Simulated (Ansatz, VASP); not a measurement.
## Sn: VASP beside Ansatz

INCAR

```
PREC = Accurate
ENCUT = 520
EDIFF = 1E-7
ISMEAR = -1
SIGMA = 0.05
LREAL = F
LASPH = T
NELM = 150
ALGO = Normal
ISIF = 2
LWAVE = F
LCHARG = F
MAGMOM = 0 0 0 0 0 0
LORBIT = 11
LSORBIT = T
GGA_COMPAT = F
LORBMOM = T
GGA = PS
NBANDS = 40
```

Contents of KPOINTS:

```
regular mesh
0
Gamma
  5 5 5
```

Contents of POSCAR:

```
Sn
1.0
    0.0000000000      3.2333428000      3.2333428000
    3.2333428000      0.0000000000      3.2333428000
    3.2333428000      3.2333428000      0.0000000000
Sn
2
Direct
    0.7500000000      0.7500000000      0.7500000000
    0.5000000000      0.5000000000      0.5000000000
```

input.yaml

```yaml
crystal:
  lattice:
    - [0.0, 3.2333428, 3.2333428]
    - [3.2333428, 0.0, 3.2333428]
    - [3.2333428, 3.2333428, 0.0]
  atoms:
    - { symbol: Sn, position: [0.75, 0.75, 0.75] }
    - { symbol: Sn, position: [0.5, 0.5, 0.5] }
kpoints:
  mp_grid: { grid: [5, 5, 5] }
  band_path:
    path:
      - [0.0, 0.0, 0.0]
      - [0.5, 0.0, 0.5]
      - [0.5, 0.25, 0.75]
      - [0.375, 0.375, 0.75]
      - [0.0, 0.0, 0.0]
      - [0.5, 0.5, 0.5]
      - [0.625, 0.25, 0.625]
      - [0.5, 0.25, 0.75]
    npoints: 8
scf:
  occupations: { method: fermi_dirac, width: 0.05 }
hamiltonian:
  xc: pbesol
  pseudopotentials: { kind: all_electron, lapw: { basis_error: 0.001 } }
magnetization:
  noncollinear: true
  spin_orbit: true
output:
  forces: true
  stress: true
  eigenvalues: true
```

This isn't the form of Sn at room conditions, which is tetragonal (white tin).

Alike in both runs: functional PBEsol; k mesh 5 × 5 × 5; occupations fermi-dirac, width 0.05 eV; non-collinear spin, spin-orbit coupling.

|  | VASP | Ansatz |
| --- | --- | --- |
| version | VASP 6.6.1 | Ansatz 0.2.0 |
| potentials or method | VASP PAW PBE potentials, release 64 (Sn_d) | all-electron LAPW, relativistic spinors |
| plane-wave cutoff (eV) | 520 | see its input |
| task | single point | band structure |

|  | VASP | Ansatz | Ansatz less VASP |
| --- | --- | --- | --- |
| gap on the k mesh at the Fermi level (eV) | none | none | - |
| pressure (GPa) | 1.6 | 1.6 | +0.03 |
| net moment per atom (μB) | 0.00 | 0.00 | 0.000 |

A gap of «none» marks a metal or a gap that the smearing closes. Ansatz ran all-electron here, so the differences hold the error of VASP's frozen core and of both bases.

Caveats: the PAW data sets were made with another functional, which shifts forces and pressure a little (VASP); the k mesh is thin for a metal, which can move the energy by tens of meV per atom (Ansatz).
